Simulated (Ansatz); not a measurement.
# CdGeAs2 (I-42d) in Ansatz: reference runs

Reference runs on CdGeAs2: the cell as given and a disturbed copy.

All numbers are computed with Ansatz 0.2.0; they aren't measurements. Logs are shortened: lines on timing, memory, paths and dates and some standing lists are left out, and cuts for length are marked.

**What was measured.**

From a printed reference work, data compilation, original work of 1975, for a bulk crystal of CdGeAs2 at 300 K: band gap 0.57 eV (direct).

How close the calculation comes is told below.

## Step 1: The structure

Symmetry: I-42d, No. 122, tetragonal system. Conventional cell: a = 5.978 Å, b = 5.978 Å, c = 11.329 Å, α = 90.00°, β = 90.00°, γ = 90.00°. Around Cd (site symmetry -4) lie 4 As at 2.65 Å. As (site symmetry 2) has 2 Ge at 2.45 Å and 2 Cd at 2.65 Å as nearest neighbours. Ge (site symmetry -4) is surrounded by 4 As at 2.45 Å.

The cell is a database's computed one.

## Step 2: Single point, PBE

File input.yaml:

```yaml
crystal:
  lattice:
    - [-2.9888745628, 2.9888745628, 5.6642966801]
    - [2.9888745628, -2.9888745628, 5.6642966801]
    - [2.9888745628, 2.9888745628, -5.6642966801]
  atoms:
    - { symbol: Cd, position: [0.5, 0.5, 0.0] }
    - { symbol: Cd, position: [0.25, 0.75, 0.5] }
    - { symbol: As, position: [0.09621757, 0.125, 0.47121757] }
    - { symbol: As, position: [0.375, 0.90378243, 0.02878243] }
    - { symbol: As, position: [0.65378243, 0.625, 0.52878243] }
    - { symbol: As, position: [0.875, 0.34621757, 0.97121757] }
    - { symbol: Ge, position: [0.75, 0.25, 0.5] }
    - { symbol: Ge, position: [0.0, 0.0, 0.0] }
hamiltonian:
  xc: pbe
  pseudopotentials: { kind: paw }
kpoints:
  mp_grid: { grid: [6, 6, 6] }
scf:
  occupations: { method: fermi_dirac, width: 0.05 }
output:
  forces: true
  stress: true
  eigenvalues: true
  write_density: true
  write_potential: true
  elf: true
  volumetric_format: npy
```

Potentials or basis: Ansatz PAW.

Command:

```sh
$ ansatz run input.yaml --threads 4 --pin off --max-ram 11264MiB --backend cpu --events-out ev --progress --plain --runs-dir out
```

What it wrote:

```text
Warning: RAYON_NUM_THREADS=4 ignored (pool sized by the plan → 4); use --threads N
Engine: ansatz 0.2.0, aarch64-unknown-linux-gnu
Pseudopotentials: kind: paw
Pseudopotential: Cd, paw, valence charge 20, recommended cutoff 420 eV (normal), Cd.paw.azcp
Pseudopotential: As, paw, valence charge 15, recommended cutoff 420 eV (normal), As.paw.azcp
Pseudopotential: Ge, paw, valence charge 14, recommended cutoff 420 eV (normal), Ge.paw.azcp
Functional definition: PBE
  parameter kappa = 0.804
  parameter beta = 0.06672455060314922
  exchange = pbe_x(kappa = kappa, mu = beta*pi^2/3)
  correlation = pbe_c(beta = beta)
Crystal: 8 atoms, lattice volume = 202.405 Å³
Basis set: ecut = 420 eV, 3943 PW (Γ), exchange–correlation on 96×96×96 points (8 copies of the dense FFT grid, shifted against one another)
Bands: 77, of which v1, the nominal top of the filled ones, is band 64 counted from 1 (63 counted from 0)
Symmetry: 8 space group operations
Space group: I-42d (ITA 122), of the structure as read, at distance tolerance 5.9e-5 Å
k-points: 30 of 216 (time reversal used)
Non-local potential: Cd, projectors of the file, l = 0: 3, l = 1: 2, l = 2: 2, l = 3: 1
Non-local potential: As, projectors of the file, l = 0: 2, l = 1: 2, l = 2: 3, l = 3: 1
Non-local potential: Ge, projectors of the file, l = 0: 2, l = 1: 2, l = 2: 3, l = 3: 1
PAW form: soft (Blöchl's): semilocal exchange-correlation on the pseudo side does not see the compensation charge
PAW one-centre angular grid: Cd, 590 points (default); XC on 64 Gauss nodes
PAW one-centre angular grid: As, 590 points (default); XC on 64 Gauss nodes
PAW one-centre angular grid: Ge, 590 points (default); XC on 64 Gauss nodes
Initial density: superposition of atomic densities (neutral atoms: chi_scale 0, normalization atom), corrected by the library's trained network
Initial wavefunctions: pseudopotential atomic-orbital guess
Functional: x = pbe(κ = 0.804, μ = 0.2195149727645171), c = pbe(β = 0.06672455060314922)
SCF iter   1: F=—  HF=-44524.141086 eV  |F-HF|=—  |Δ(HF+E_count)|=         —  Δρ=1.25e-3  dr2=5.05e-3  ethr=1.77e-3  ⟨swp⟩=6.0  Hψ=7880  notcnv=0  defer=11
preconditioner: auto → Resta (q_TF=auto, 2.528 Å⁻¹)  ε∞=4.2  [insulator: Δε(μ)=0.192 eV  Ē_g=10.445 eV  σ=0.050 eV  W_gap=0.60  n_scr=60 (ndim 8)  ℏωp=18.8 eV  f_vac=0.125  D(μ)=0.11/eV (n_scr^D=0)  ε∞_Penn≈4.2]
SCF iter   2: F=—  HF=-44524.142238 eV  |F-HF|=—  |Δ(HF+E_count)|=   1.15e-3  Δρ=6.67e-4  dr2=1.31e-3  ethr=3.95e-6  ⟨swp⟩=2.0  Hψ=3450  notcnv=0  defer=31
SCF iter   3: F=—  HF=-44524.142183 eV  |F-HF|=—  |Δ(HF+E_count)|=   5.52e-5  Δρ=2.13e-4  dr2=1.19e-4  ethr=1.02e-6  ⟨swp⟩=3.0  Hψ=3960  notcnv=0  defer=31
SCF iter   4: F=—  HF=-44524.142192 eV  |F-HF|=—  |Δ(HF+E_count)|=   8.88e-6  Δρ=9.18e-5  dr2=2.22e-5  ethr=9.27e-8  ⟨swp⟩=2.0  Hψ=3817  notcnv=0  defer=31
SCF iter   5: F=—  HF=-44524.142216 eV  |F-HF|=—  |Δ(HF+E_count)|=   2.46e-5  Δρ=3.09e-5  dr2=3.43e-6  ethr=1.73e-8  ⟨swp⟩=2.0  Hψ=3217  notcnv=0  defer=31
SCF iter   6: F=—  HF=-44524.142220 eV  |F-HF|=—  |Δ(HF+E_count)|=   3.27e-6  Δρ=1.75e-5  dr2=4.68e-7  ethr=2.68e-9  ⟨swp⟩=2.0  Hψ=3217  notcnv=0  defer=31
SCF iter   7: F=-44524.142220 eV  HF=-44524.142220 eV  |F-HF|=8.77e-8  |Δ(HF+E_count)|=   1.63e-7  Δρ=5.67e-6  dr2=5.66e-8  ethr=7.81e-11  ⟨swp⟩=12.4  Hψ=15871  notcnv=0
SCF 1 converged in 7 iterations: F = -44524.142220 eV  dr2 = 5.66e-8
SCF converged after 7 iterations
Free energy (F): -44524.142220 eV
Harris-Foulkes:  -44524.142220 eV  (|F-HF|=8.77e-8)
Internal energy: -44524.141076 eV  (E = F + TS)
E sigma→0 (E₀):  -44524.141648 eV
Entropy (-TS):   -0.001144 eV (-0.143 meV/atom)
Fermi energy:    8.560300 eV
--- Per-component energies (eV) ---
  E_band       = -2322.568723
  E_kinetic    = 1643.964415
  E_local      = -20028.540299  (includes V_loc(G=0)·N_el)
  E_nonlocal   = -1779.575541
  E_hartree    = 9753.235364
  E_xc         = -821.266379
  E_vxc        = -889.233788  (∫ρ·V_xc dr)
  E_paw        = -19545.817549  (= ΣΔE_a)
  E_vpaw       = -775.666905  (= ΣTr[D̂ρ^β])
  E_aug_tail   = 0.000643  (compensation charges beyond the density's cutoff)
  E_ewald      = -13746.141730
  E_smearing   = -0.001144  (= −TS)
  E_closure    = -0.000000  (closes the sum)
  Σ components = -44524.142220   (vs F -44524.142220, Δ=0.00e0)
--- Forces (eV/Å), atoms counted from 1 ---
  atom   1  Cd    -0.00000000     0.00000000     0.00000000
  atom   2  Cd    -0.00000000    -0.00000000     0.00000000
  atom   3  As     0.00000000     0.14255201    -0.00000000
  atom   4  As    -0.14255201     0.00000000    -0.00000000
  atom   5  As     0.00000000    -0.14255201    -0.00000000
  atom   6  As     0.14255201    -0.00000000     0.00000000
  atom   7  Ge    -0.00000000    -0.00000000     0.00000000
  atom   8  Ge    -0.00000000     0.00000000     0.00000000
  max |Σ_I F_I| component: 4.16e-17 eV/Å
--- Stress (GPa, compression-positive) ---
        2.215674       0.000000       0.000000
        0.000000       2.215674       0.000000
        0.000000      -0.000000       2.108579
  P = ⅓ Tr σ = 2.1800 GPa (21.800 kbar)
--- Band table (eV; the first three rows and the last of 30) ---
  k-point 0: bands = ["-93.7929", "-93.7929", "-54.8701", "-54.8699", "-54.8422", "-54.8422", "-54.8421", "-54.8421", "-26.7945", "-26.7943", "-26.7943", "-26.7942", "-26.7941", "-26.7936", "-26.7929", "-26.7929", "-26.7299", "-26.7294", "-26.7292", "-26.7292", "-26.7001", "-26.6998", "-26.6991", "-26.6991", "-26.6857", "-26.6856", "-26.6856", "-26.6856", "-16.3594", "-16.3594", "-16.3592", "-16.3553", "-16.3519", "-16.3519", "-16.3358", "-16.3344", "-16.3327", "-16.3309", "-4.3338", "-2.2121", "-2.2121", "-2.2053", "-0.7105", "0.1102", "0.1471", "0.1471", "0.2399", "0.2998", "0.2999", "0.3243", "0.5449", "0.5449", "0.5579", "1.9434", "4.4702", "4.5460", "4.5460", "4.9028", "5.4181", "6.3992", "6.3992", "8.2931", "8.3706", "8.3706", "8.5850", "9.8604", "10.2569", "11.4088", "11.4088", "11.8434", "12.3956", "13.0511", "13.3772", "13.3772", "14.5060", "14.5060", "14.5511"]
  k-point 1: bands = ["-93.7929", "-93.7929", "-54.8701", "-54.8699", "-54.8422", "-54.8422", "-54.8421", "-54.8421", "-26.7945", "-26.7943", "-26.7943", "-26.7942", "-26.7939", "-26.7935", "-26.7930", "-26.7930", "-26.7298", "-26.7294", "-26.7292", "-26.7292", "-26.7000", "-26.6997", "-26.6992", "-26.6992", "-26.6857", "-26.6856", "-26.6855", "-26.6855", "-16.3593", "-16.3593", "-16.3587", "-16.3552", "-16.3523", "-16.3522", "-16.3356", "-16.3344", "-16.3325", "-16.3310", "-4.2053", "-2.4777", "-2.2790", "-2.2174", "-0.4774", "0.0705", "0.1273", "0.1458", "0.2491", "0.2563", "0.2963", "0.3154", "0.4569", "0.5638", "0.6427", "2.0304", "4.2758", "4.6376", "4.6921", "5.2360", "5.4177", "6.3552", "6.4917", "6.8751", "7.9822", "8.2660", "9.6793", "10.1449", "11.2430", "11.3170", "11.4206", "12.2730", "12.5746", "12.8132", "13.0773", "13.5403", "14.2748", "14.5269", "15.5343"]
  k-point 2: bands = ["-93.7929", "-93.7929", "-54.8701", "-54.8699", "-54.8422", "-54.8422", "-54.8421", "-54.8421", "-26.7945", "-26.7944", "-26.7943", "-26.7942", "-26.7936", "-26.7934", "-26.7931", "-26.7931", "-26.7296", "-26.7294", "-26.7293", "-26.7293", "-26.6997", "-26.6996", "-26.6994", "-26.6993", "-26.6858", "-26.6857", "-26.6855", "-26.6854", "-16.3592", "-16.3592", "-16.3574", "-16.3549", "-16.3536", "-16.3530", "-16.3353", "-16.3346", "-16.3322", "-16.3313", "-3.8667", "-2.9625", "-2.3774", "-2.2728", "-0.0765", "-0.0060", "0.1298", "0.1403", "0.2330", "0.2767", "0.2787", "0.3035", "0.3866", "0.4627", "0.8776", "1.8411", "3.8408", "4.5862", "4.6356", "5.6371", "5.9239", "6.4396", "6.9439", "6.9490", "7.5464", "8.0367", "9.9560", "10.0550", "10.8663", "11.2787", "12.2997", "12.3136", "12.4986", "13.0095", "13.6935", "13.7851", "13.9347", "14.2012", "15.3097"]
  k-point 29: bands = ["-93.7929", "-93.7929", "-54.8700", "-54.8700", "-54.8422", "-54.8422", "-54.8420", "-54.8420", "-26.7948", "-26.7948", "-26.7942", "-26.7942", "-26.7934", "-26.7934", "-26.7930", "-26.7930", "-26.7296", "-26.7296", "-26.7292", "-26.7292", "-26.7000", "-26.7000", "-26.6991", "-26.6991", "-26.6856", "-26.6856", "-26.6856", "-26.6856", "-16.3599", "-16.3599", "-16.3572", "-16.3572", "-16.3513", "-16.3513", "-16.3355", "-16.3355", "-16.3314", "-16.3314", "-3.5759", "-3.5759", "-2.2195", "-2.2195", "-0.0537", "-0.0537", "0.2035", "0.2035", "0.2540", "0.2540", "0.3190", "0.3190", "0.4103", "0.4103", "1.3236", "1.3236", "4.8834", "4.8834", "5.1341", "5.1341", "6.2358", "6.2358", "6.6695", "6.6695", "7.5308", "7.5308", "9.9246", "9.9246", "10.1636", "10.1636", "11.2060", "11.2060", "11.5708", "11.5708", "14.3815", "14.3815", "14.6343", "14.6343", "15.6803"]
```

It took 18 s on 4 threads of Arm Neoverse V1, shared host; peak memory 0.83 GiB.

What came out:

| Item | Value |
| --- | --- |
| Free energy | -44524.1422 eV |
| Pressure | 2.2 GPa |
| Largest force | 0.143 eV/Å |
| Band gap on the k mesh | 0.19 eV, indirect (least direct gap 0.21 eV) |

Forces on the atoms (eV/Å):
```
Cd   0.000  0.000  0.000
Cd   0.000  0.000  0.000
As   0.000  0.143  0.000
As  -0.143  0.000  0.000
As   0.000 -0.143  0.000
As   0.143  0.000  0.000
Ge   0.000  0.000  0.000
Ge   0.000  0.000  0.000
```

Stress tensor (GPa, compression positive):
```
2.22 0.00 0.00
0.00 2.22 0.00
0.00 0.00 2.11
```

Levels at points of the mesh, in eV from the valence-band top:
| k point | band 61 | band 62 | band 63 | band 64 | band 65 | band 66 | band 67 | band 68 |
| --- | --- | --- | --- | --- | --- | --- | --- | --- |
| (0.00, 0.00, 0.00) | -2.00 | -0.10 | -0.03 | -0.03 | 0.19 | 1.46 | 1.86 | 3.01 |
| (0.00, 0.00, -0.50) | -0.96 | -0.96 | -0.46 | -0.46 | 0.79 | 0.79 | 2.57 | 2.57 |
| (0.00, -0.50, 0.00) | -1.98 | -1.41 | -1.12 | -0.54 | 1.89 | 2.14 | 2.78 | 3.54 |
| (-0.50, -0.50, -0.50) | -1.73 | -1.73 | -0.87 | -0.87 | 1.53 | 1.53 | 1.77 | 1.77 |

## Step 3: Single point, PBE (atoms moved at random, drawn with an rms of 0.05 Å)

File input.yaml:

```yaml
crystal:
  lattice:
    - [-2.9888745628, 2.9888745628, 5.6642966801]
    - [2.9888745628, -2.9888745628, 5.6642966801]
    - [2.9888745628, 2.9888745628, -5.6642966801]
  atoms:
    - { symbol: Cd, position: [0.503806, 0.50861, 0.007149] }
    - { symbol: Cd, position: [0.254722, 0.742921, 0.502742] }
    - { symbol: As, position: [0.092009, 0.120391, 0.461231] }
    - { symbol: As, position: [0.368353, 0.902184, 0.022332] }
    - { symbol: As, position: [0.653971, 0.630623, 0.535991] }
    - { symbol: As, position: [0.878125, 0.345515, 0.965683] }
    - { symbol: Ge, position: [0.746671, 0.249836, 0.500498] }
    - { symbol: Ge, position: [5.3e-05, 0.003156, 0.00042] }
hamiltonian:
  xc: pbe
  pseudopotentials: { kind: paw }
kpoints:
  mp_grid: { grid: [6, 6, 6] }
scf:
  occupations: { method: fermi_dirac, width: 0.05 }
output:
  forces: true
  stress: true
  eigenvalues: true
  write_density: true
  write_potential: true
  elf: true
  volumetric_format: npy
```

Potentials or basis: Ansatz PAW.

Command:

```sh
$ ansatz run input.yaml --threads 4 --pin off --max-ram 11264MiB --backend cpu --events-out ev --progress --plain --runs-dir out
```

Run time: 63 s. Hardware: 4 threads of Arm Neoverse V1, shared host; peak memory 1.4 GiB.

It converged, with:

```yaml
Free_energy: -44524.0688 eV
Pressure: 2.3 GPa
Largest_force: 0.679 eV/Å
Band_gap_on_the_k_mesh: 0.16 eV, indirect (least direct gap 0.19 eV)
```

Forces in eV/Å, atoms in the order of the input:
```
Cd  -0.247  0.031 -0.208
Cd   0.167 -0.336  0.178
As   0.350  0.492 -0.168
As   0.027  0.231  0.099
As  -0.383 -0.122  0.114
As   0.510  0.102 -0.420
Ge  -0.389 -0.264  0.490
Ge  -0.036 -0.134 -0.084
```

Stress tensor (GPa, compression positive):
```
 2.38  0.32 -0.57
 0.32  2.44 -0.36
-0.57 -0.36  2.20
```

Levels at points of the mesh, in eV from the valence-band top:
```tsv
k point	band 60	band 61	band 62	band 63	band 64	band 65	band 66	band 67	band 68	band 69
(0.00, 0.00, 0.00)	-1.99	-1.98	-0.12	-0.07	-0.02	0.16	1.45	1.85	2.94	3.03
(0.00, 0.00, -0.50)	-1.64	-1.07	-0.86	-0.49	-0.45	0.73	0.82	2.52	2.56	3.91
(0.00, -0.50, 0.00)	-2.48	-2.03	-1.43	-1.10	-0.57	1.91	2.13	2.81	3.48	3.89
(0.00, -0.50, -0.50)	-2.54	-1.96	-1.41	-1.10	-0.55	1.86	2.07	2.78	3.56	3.91
(-0.50, 0.00, 0.00)	-2.59	-2.02	-1.41	-1.13	-0.56	1.87	2.13	2.83	3.51	3.92
(-0.50, 0.00, -0.50)	-2.46	-1.91	-1.46	-1.13	-0.51	1.80	2.18	2.70	3.51	3.93
(-0.50, -0.50, 0.00)	-1.68	-0.98	-0.93	-0.54	-0.42	0.76	0.87	2.50	2.62	3.79
(-0.50, -0.50, -0.50)	-2.14	-1.83	-1.67	-0.93	-0.79	1.49	1.58	1.66	1.88	2.76
```

A k mesh can miss the band edges.

## Step 4: Comparison with measurements

Step 2. Against the measured gap of CdGeAs2, 0.57 eV (direct; 300 K; a printed reference work, data compilation, original work of 1975), the calculated 0.19 eV is off by -0.38 eV. Spin-orbit coupling on As, Cd, Ge is left out. The value is that of PBE on a finite k mesh, which can miss the band edges, without temperature or zero-point motion. Semilocal functionals fall short of measured gaps as a rule. The cell is a database's relaxed one, not the measured one, which moves gaps too.
